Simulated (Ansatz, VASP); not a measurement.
**Ir in VASP and in Ansatz**

```
Ir
1.0
     2.73697    0.00000    0.00000
    -1.36848    2.37028    0.00000
     0.00000    0.00000   18.46945
Ir
3
Direct
  0.66667 0.33333 0.37900
  0.33333 0.66667 0.49657
  0.00000 0.00000 0.61414
```

Alike in both runs: functional PBE; k mesh 12 × 12 × 1; occupations gaussian, width 0.1 eV; no spin polarisation.

Ansatz relaxed the structure, and its values are those at the end. VASP's run is a single point on that final structure, the one shown.

|  | VASP | Ansatz |
| --- | --- | --- |
| version | VASP 6.6.1 | Ansatz 0.2.0 |
| potentials or method | VASP PAW PBE potentials, release 64 (Ir) | scalar-relativistic, plane waves, PAW |
| plane-wave cutoff (eV) | 520 | 420 |
| valence electrons in the cell | 27 | 51 |

|  | VASP | Ansatz | Ansatz less VASP |
| --- | --- | --- | --- |
| gap on the k mesh at the Fermi level (eV) | none | none | - |
| rms of the force components (eV/Å) | 0.018 | 0.000 | -0.0172 |
| work function, face that differs most (eV) | 5.25 | 5.33 | +0.089 |

A gap of «none» marks a metal or a gap that the smearing closes. The two sets of potentials don't hold the same shells in valence.

The runs have no spin-orbit coupling, so splittings on Ir are missing.
